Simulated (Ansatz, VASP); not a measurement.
One calculation of AlN, two programs

Contents of INCAR:

```
PREC     = Accurate       # precision mode
ENCUT    = 520            # plane-wave cutoff, eV
EDIFF    = 1E-6           # SCF threshold, eV
ISMEAR   = 0              # smearing method
SIGMA    = 0.1            # smearing width, eV
LREAL    = False          # projectors in reciprocal space
LASPH    = True           # aspherical terms in the spheres
NELM     = 60             # most SCF steps
ALGO     = Normal         # electronic algorithm
ISIF     = 2              # what is computed and relaxed
LWAVE    = False          # write WAVECAR
LCHARG   = False          # write CHGCAR
GGA      = PE             # functional
NBANDS   = 11             # bands
```

File KPOINTS:

```
Automatic mesh
0
Gamma
  8 8 8
```

POSCAR

```
AlN
1.0
    0.0000000000      2.0877279020      2.0877279020
    2.0877279020      0.0000000000      2.0877279020
    2.0877279020      2.0877279020      0.0000000000
Al N
1 1
Direct
    0.0000000000      0.0000000000      0.0000000000
    0.5000000000      0.5000000000      0.5000000000
```

Input for Ansatz:

```yaml
crystal:
  lattice:
    - [0.0, 2.087727902, 2.087727902]
    - [2.087727902, 0.0, 2.087727902]
    - [2.087727902, 2.087727902, 0.0]
  atoms:
    - { symbol: Al, position: [0.0, 0.0, 0.0] }
    - { symbol: "N", position: [0.5, 0.5, 0.5] }
basis:
  ecutwfc: 420
kpoints:
  mp_grid: { grid: [8, 8, 8] }
hamiltonian:
  xc: pbe
scf:
  occupations: { method: gaussian, width: 0.1 }
output:
  forces: true
  stress: true
  eigenvalues: true
```

Alike in both runs: task single point; functional PBE; k mesh 8 × 8 × 8; occupations gaussian, width 0.1 eV; no spin polarisation.

|  | VASP | Ansatz |
| --- | --- | --- |
| version | VASP 6.6.1 | Ansatz 0.2.0 |
| potentials or method | VASP PAW PBE potentials, release 64 (Al, N) | scalar-relativistic, plane waves, PAW |
| plane-wave cutoff (eV) | 520 | 420 |
| valence electrons in the cell | 8 | 8 |

Ansatz gave:

```
gap on the k mesh at the Fermi level (eV) : 3.73
least direct gap on the mesh (eV)         : 4.35
pressure (GPa)                            : -16.5
```

Q: Estimate VASP's values.

A: gap on the k mesh at the Fermi level (eV): 3.71; least direct gap on the mesh (eV): 4.35; pressure (GPa): -16.7.

With one functional, cell and mesh, what is left measures potentials, basis and numerics.

Caveats: so large a pressure means that the cell lies far from this level's equilibrium, or that cutoff or potentials fall short (VASP). A k mesh can miss the band edges.
